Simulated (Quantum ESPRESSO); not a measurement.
# PbS (Cmcm) in Quantum ESPRESSO: a series of runs, part 2 of 2

Quantum ESPRESSO 7.5. The steps go on from the part before.

### 3 Phonons, vdW-DF-cx

Contents of pw.in:

```
&CONTROL
  calculation = 'scf'
  prefix = 'pwscf'
  outdir = './tmp'
  pseudo_dir = './pseudo'
  tprnfor = .true.
  tstress = .true.
  disk_io = 'low'
/
&SYSTEM
  ibrav = 0
  nat = 4
  ntyp = 2
  ecutwfc = 56
  nbnd = 28
  input_dft = 'vdw-df-cx'
  occupations = 'smearing'
  smearing = 'fd'
  degauss = 0.00367493
/
&ELECTRONS
  conv_thr = 8d-10
  electron_maxstep = 120
  mixing_beta = 0.5
/
ATOMIC_SPECIES
Pb   207.2000 Pb.upf
S     32.0600 S.upf
CELL_PARAMETERS angstrom
   2.0799526950   -5.9912968650    0.0000000000
   2.0799526950    5.9912968650    0.0000000000
   0.0000000000    0.0000000000    4.2793209400
ATOMIC_POSITIONS crystal
Pb     0.1305633500    0.8694366500    0.2500000000
Pb     0.8694366500    0.1305633500    0.7500000000
S      0.3547970900    0.6452029100    0.2500000000
S      0.6452029100    0.3547970900    0.7500000000
K_POINTS automatic
4 4 4 1 1 1
```

Contents of relax.in:

```
&CONTROL
  calculation = 'vc-relax'
  prefix = 'pwscf'
  outdir = './tmp'
  pseudo_dir = './pseudo'
  tprnfor = .true.
  tstress = .true.
  disk_io = 'low'
  nstep = 40
  forc_conv_thr = 0.0001
  etot_conv_thr = 1d-06
/
&SYSTEM
  ibrav = 0
  nat = 4
  ntyp = 2
  ecutwfc = 56
  nbnd = 28
  input_dft = 'vdw-df-cx'
  occupations = 'smearing'
  smearing = 'fd'
  degauss = 0.00367493
/
&ELECTRONS
  conv_thr = 8d-10
  electron_maxstep = 120
  mixing_beta = 0.5
/
&IONS
  ion_dynamics = 'bfgs'
/
&CELL
  cell_dynamics = 'bfgs'
  press = 0
  press_conv_thr = 0.2
/
ATOMIC_SPECIES
Pb   207.2000 Pb.upf
S     32.0600 S.upf
CELL_PARAMETERS angstrom
   2.0799526950   -5.9912968650    0.0000000000
   2.0799526950    5.9912968650    0.0000000000
   0.0000000000    0.0000000000    4.2793209400
ATOMIC_POSITIONS crystal
Pb     0.1305633500    0.8694366500    0.2500000000
Pb     0.8694366500    0.1305633500    0.7500000000
S      0.3547970900    0.6452029100    0.2500000000
S      0.6452029100    0.3547970900    0.7500000000
K_POINTS automatic
4 4 4 1 1 1
```

Contents of scf2.in:

```
&CONTROL
  calculation = 'scf'
  prefix = 'pwscf'
  outdir = './tmp'
  pseudo_dir = './pseudo'
  tprnfor = .true.
  tstress = .true.
  disk_io = 'low'
/
&SYSTEM
  ibrav = 0
  nat = 4
  ntyp = 2
  ecutwfc = 56
  nbnd = 28
  input_dft = 'vdw-df-cx'
  occupations = 'fixed'
/
&ELECTRONS
  conv_thr = 1d-13
  electron_maxstep = 120
  mixing_beta = 0.5
  startingpot = 'file'
  startingwfc = 'file'
/
ATOMIC_SPECIES
Pb   207.2000 Pb.upf
S     32.0600 S.upf
CELL_PARAMETERS angstrom
   2.0509278489   -5.7854696315    0.0000000000
   2.0509278489    5.7854696315    0.0000000000
   0.0000000000    0.0000000000    4.2750644418
ATOMIC_POSITIONS crystal
Pb     0.1270939725    0.8729060275    0.2500000000
Pb     0.8729060275    0.1270939725    0.7500000000
S      0.3618228156    0.6381771844    0.2500000000
S      0.6381771844    0.3618228156    0.7500000000
K_POINTS automatic
4 4 4 1 1 1
```

Contents of ph.in:

```
phonons of PbS
&INPUTPH
  prefix = 'pwscf'
  outdir = './tmp'
  tr2_ph = 1d-16
  fildyn = 'dyn'
  niter_ph = 60
  alpha_mix(1) = 0.7
  epsil = .true.
/
0.0000000000 0.0000000000 0.0000000000
```

Contents of dynmat.in:

```
&INPUT
  fildyn = 'dyn'
  asr = 'crystal'
  lperm = .true.
  filout = 'dynmat.disp'
  fileig = 'dynmat.eig'
/
```

Contents of dynmat_lo.in:

```
&INPUT
  fildyn = 'dyn'
  asr = 'crystal'
  filout = 'dynmat_lo.disp'
  fileig = 'dynmat_lo.eig'
  q(1) = 0
  q(2) = 0
  q(3) = 1
/
```

Potentials or basis: PseudoDojo 0.4.1 SR PBE standard.

Run with:

```bash
> OMP_NUM_THREADS=1 pw.x -in pw.in > pw.out
> OMP_NUM_THREADS=1 pw.x -in relax.in > relax.out
> OMP_NUM_THREADS=1 pw.x -in scf2.in > scf2.out
> OMP_NUM_THREADS=1 ph.x -in ph.in > ph.out
> OMP_NUM_THREADS=1 dynmat.x -in dynmat.in > dynmat.out
> OMP_NUM_THREADS=1 dynmat.x -in dynmat_lo.in > dynmat_lo.out
```

pw.out:

```text
This program is part of the open-source Quantum ESPRESSO suite
     for quantum simulation of materials; please cite
         "P. Giannozzi et al., J. Phys.:Condens. Matter 21 395502 (2009);
         "P. Giannozzi et al., J. Phys.:Condens. Matter 29 465901 (2017);
         "P. Giannozzi et al., J. Chem. Phys. 152 154105 (2020);
     in publications or presentations arising from this work. More details at

     IMPORTANT: XC functional enforced from input :
     Exchange-correlation= VDW-DF-CX
                           (   1   4  27   0   1   0   0)
     Any further DFT definition will be discarded
     Please, verify this is what you really want

     Message from routine setup:
     using ibrav=0 with symmetry is DISCOURAGED, use correct ibrav instead

     G-vector sticks info
     --------------------
     sticks:   dense  smooth     PW     G-vecs:    dense   smooth      PW
     Sum        1583    1583    475                40777    40777    6567

     Using Slab Decomposition

     bravais-lattice index     =            0
     lattice parameter (alat)  =      11.9848  a.u.
     unit-cell volume          =     719.7402 (a.u.)^3
     number of atoms/cell      =            4
     number of atomic types    =            2
     number of electrons       =        40.00
     number of Kohn-Sham states=           28
     kinetic-energy cutoff     =      56.0000  Ry
     charge density cutoff     =     224.0000  Ry
     scf convergence threshold =      8.0E-10
     mixing beta               =       0.5000
     number of iterations used =            8  plain     mixing
     Exchange-correlation= VDW-DF-CX
                           (   1   4  27   0   1   0   0)

     celldm(1)=  11.984774  celldm(2)=   0.000000  celldm(3)=   0.000000
     celldm(4)=   0.000000  celldm(5)=   0.000000  celldm(6)=   0.000000

     crystal axes: (cart. coord. in units of alat)
               a(1) = (   0.327961  -0.944691   0.000000 )
               a(2) = (   0.327961   0.944691   0.000000 )
               a(3) = (   0.000000   0.000000   0.674752 )

     reciprocal axes: (cart. coord. in units 2 pi/alat)
               b(1) = (  1.524571 -0.529273  0.000000 )
[... 76 lines left out ...]
     %                                                                      %
     %%%%%%%%%%%%%%%%%%%%%%%%%%%%%%%%%%%%%%%%%%%%%%%%%%%%%%%%%%%%%%%%%%%%%%%%

     %%%%%%%%%%%%%%%%%%%%%%%%%%%%%%%%%%%%%%%%%%%%%%%%%%%%%%%%%%%%%%%%%%%%%%%%
     %                                                                      %
     %  vdW-DF NEWS:                                                        %
     %                                                                      %
     %  * vdW-DF3 is now available. DOI: 10.1021/acs.jctc.0c00471           %
     %    use with input_dft = 'vdW-DF3-opt1' or 'vdW-DF3-opt2'             %
     %                                                                      %
     %  * Unscreened and range-separated hybrid vdW-DF-cx functionals       %
     %    DOI: 10.1063/1.4986522 and 10.1088/1361-648X/ac2ad2               %
     %    use with input_dft = 'vdW-DF-cx0'    and 'vdW-DF-ahcx'            %
     %  * Unscreened and range-separated hybrid vdW-DF2-b86r functionals    %
     %    DOI: 10.1063/1.4986522 and DOI: 10.1103/PhysRevX.12.041003        %
     %    use with input_dft = 'vdW-DF2-br0' and 'vdW-DF2-ahbr'             %
     %                                                                      %
     %%%%%%%%%%%%%%%%%%%%%%%%%%%%%%%%%%%%%%%%%%%%%%%%%%%%%%%%%%%%%%%%%%%%%%%%

     Starting wfcs are   26 randomized atomic wfcs +    2 random wfcs

     Self-consistent Calculation

     iteration #  1     ecut=    56.00 Ry     beta= 0.50
     Davidson diagonalization with overlap
     ethr =  1.00E-02,  avg # of iterations =  4.2

     Threshold (ethr) on eigenvalues was too large:
     Diagonalizing with lowered threshold

     Davidson diagonalization with overlap
     ethr =  6.12E-04,  avg # of iterations =  2.0

     total energy              =    -325.49865937 Ry
     estimated scf accuracy    <       0.23658655 Ry
[... 64 lines left out ...]
     iteration # 11     ecut=    56.00 Ry     beta= 0.50
     Davidson diagonalization with overlap
     ethr =  4.58E-12,  avg # of iterations =  2.8

     End of self-consistent calculation

          k = 0.3811 0.0000 0.1853 (  5107 PWs)   bands (ev):

    -8.6476  -8.5698  -8.5668  -8.5380  -8.5367  -8.5197  -8.5180  -8.5069
    -8.5047  -8.4608  -4.8713  -3.5064   0.2586   0.7024   3.9510   4.5473
     5.9076   6.4593   7.0842   7.2268   9.9214  10.3088  11.4029  12.4702
    12.9137  13.3143  14.8082  15.1578
[... 73 lines left out ...]
    -8.6318  -8.5941  -8.5390  -8.5308  -8.5302  -8.5242  -8.5059  -8.5015
    -8.4986  -8.4882  -4.4473  -3.8206  -0.5979   0.1182   5.6810   5.9851
     6.2905   6.6998   6.8389   7.6601   8.9787   9.9396  10.7320  11.1224
    11.3756  11.9241  15.9102  16.1408

     the Fermi energy is     8.3087 ev

!    total energy              =    -325.57254763 Ry
     estimated scf accuracy    <          3.3E-11 Ry
     smearing contrib. (-TS)   =      -0.00000003 Ry
     internal energy E=F+TS    =    -325.57254760 Ry

     The total energy is F=E-TS. E is the sum of the following terms:
     one-electron contribution =     -77.47193971 Ry
     hartree contribution      =      63.19148850 Ry
     xc contribution           =     -92.32158213 Ry
     ewald contribution        =    -218.97051427 Ry

     convergence has been achieved in  11 iterations

     Forces acting on atoms (cartesian axes, Ry/au):

     atom    1 type  1   force =    -0.00000000    0.00398979    0.00000000
     atom    2 type  1   force =     0.00000000   -0.00398979    0.00000000
     atom    3 type  2   force =    -0.00000000   -0.00631348    0.00000000
     atom    4 type  2   force =     0.00000000    0.00631348    0.00000000

     Total force =     0.010562     Total SCF correction =     0.000011

     Computing stress (Cartesian axis) and pressure

          total   stress  (Ry/bohr**3)                   (kbar)     P=      -11.22
  -0.00008795  -0.00000000   0.00000000          -12.94       -0.00        0.00
   0.00000000  -0.00004626   0.00000000            0.00       -6.80        0.00
   0.00000000   0.00000000  -0.00009459            0.00        0.00      -13.91

=------------------------------------------------------------------------------=
   JOB DONE.
=------------------------------------------------------------------------------=
```

scf2.out:

```text
This program is part of the open-source Quantum ESPRESSO suite
     for quantum simulation of materials; please cite
         "P. Giannozzi et al., J. Phys.:Condens. Matter 21 395502 (2009);
         "P. Giannozzi et al., J. Phys.:Condens. Matter 29 465901 (2017);
         "P. Giannozzi et al., J. Chem. Phys. 152 154105 (2020);
[... 276 lines left out ...]
   0.00000000  -0.00000060   0.00000000            0.00       -0.09        0.00
   0.00000000   0.00000000  -0.00000124            0.00        0.00       -0.18

=------------------------------------------------------------------------------=
   JOB DONE.
=------------------------------------------------------------------------------=
```

It took 19 min on 1 thread of AMD EPYC 9R45 (Zen 5), shared host; peak memory 0.36 GiB.

What came out:

```yaml
Free_energy: -4429.6750 eV
Relaxed_volume: 25.36 Å³/atom
Relaxed_cell: a = 6.138 Å, b = 6.138 Å, c = 4.275 Å, α = 90.00°, β = 90.00°, γ = 140.96°
Space_group_after_relaxing_to_0.05_Å: Cmcm (No. 63)
Pressure_after_relaxing: 0.0 GPa
Electronic_dielectric_tensor_diagonal: 15.10, 12.38, 22.71
Born_charges_mean_of_the_diagonal: Pb +4.06; S -4.08 e
Highest_phonon_frequency_at_Γ_LO-TO_splitting_left_out: 203 cm⁻¹
Static_dielectric_tensor_diagonal: 101.48, 22.59, 274.51
```

The path:
```tsv
step	energy change (eV)	largest force (eV/Å)	pressure (GPa)	volume (Å³)
1	0.0000	0.1623	-1.12	106.65
2	-0.0056	0.1538	-0.90	106.05
3	-0.0127	0.1358	-0.56	105.10
4	-0.0196	0.1002	-0.02	103.58
5	-0.0223	0.0729	0.27	102.64
6	-0.0251	0.0435	0.38	101.99
7	-0.0282	0.0192	0.38	101.55
8	-0.0320	0.0337	0.24	101.20
9	-0.0336	0.0534	0.03	101.25
10	-0.0340	0.0421	-0.05	101.42
11	-0.0342	0.0238	-0.06	101.53
12	-0.0344	0.0281	-0.03	101.52
13	-0.0346	0.0335	0.04	101.43
14	-0.0348	0.0294	0.09	101.32
15	-0.0349	0.0177	0.09	101.28
16	-0.0350	0.0070	0.05	101.32
17	-0.0350	0.0052	0.01	101.38
18	-0.0350	0.0058	-0.01	101.41
19	-0.0350	0.0053	-0.02	101.44
20	-0.0350	0.0034	-0.02	101.46
21	-0.0350	0.0010	-0.02	101.45
```

Final structure:
```
CELL_PARAMETERS angstrom
2.05093 -5.78547 0.00000
2.05093 5.78547 0.00000
0.00000 0.00000 4.27506
ATOMIC_POSITIONS crystal
Pb 0.12709 0.87291 0.25000
Pb 0.87291 0.12709 0.75000
S 0.36182 0.63818 0.25000
S 0.63818 0.36182 0.75000
```

Phonon frequencies in cm⁻¹ (negative: imaginary):
| q point | frequencies |
| --- | --- |
| (0.000, 0.000, 0.000) | -3 2 3 33 47 53 69 92 147 158 181 203 |

Electronic dielectric tensor:
```
15.10  0.00  0.00
 0.00 12.38  0.00
 0.00  0.00 22.71
```

Born effective charge tensors (e):
atom 1, Pb
```
4.61 0.00 0.00
0.00 3.07 0.00
0.00 0.00 4.50
```
atom 2, Pb
```
4.61 0.00 0.00
0.00 3.07 0.00
0.00 0.00 4.50
```
atom 3, S
```
-4.55  0.00  0.00
 0.00 -3.12  0.00
 0.00  0.00 -4.59
```
atom 4, S
```
-4.55  0.00  0.00
 0.00 -3.12  0.00
 0.00  0.00 -4.59
```

Optical modes at Γ, degenerate ones joined, polar ones without the macroscopic field:
| cm⁻¹ | components | symmetry | active in | IR intensity, summed ((D/Å)²/amu) |
| --- | --- | --- | --- | --- |
| 33 | 1 | B1g | Raman | 0.00 |
| 47 | 1 | B2g | Raman | 0.00 |
| 54 | 1 | B1u | IR | 34.30 |
| 69 | 1 | Ag | Raman | 0.00 |
| 92 | 1 | B2u | IR | 34.83 |
| 147 | 1 | B2g | Raman | 0.00 |
| 158 | 1 | B1g | Raman | 0.00 |
| 181 | 1 | B3u | IR | 15.94 |
| 203 | 1 | Ag | Raman | 0.00 |

Zone-centre frequencies without and with the macroscopic field along z (cm⁻¹):
```csv
,optical modes in rising order
without,33 47 54 69 92 147 158 181 203
with the field,33 47 69 92 147 158 181 186 203
```

Static dielectric tensor, electrons and zone-centre modes:
```
101.48   0.00   0.00
  0.00  22.59   0.00
  0.00   0.00 274.51
```

Caveat: the mesh is thin for the dielectric tensor, Born charges and intensities, which usually come out too large; the potentials were made for another functional, which shifts forces and pressure; the shifted mesh misses Γ, where the gap is smaller or closed, so treating the crystal as an insulator may be wrong and the dielectric response too small. Spin-orbit coupling is left out, which matters for the levels of Pb.
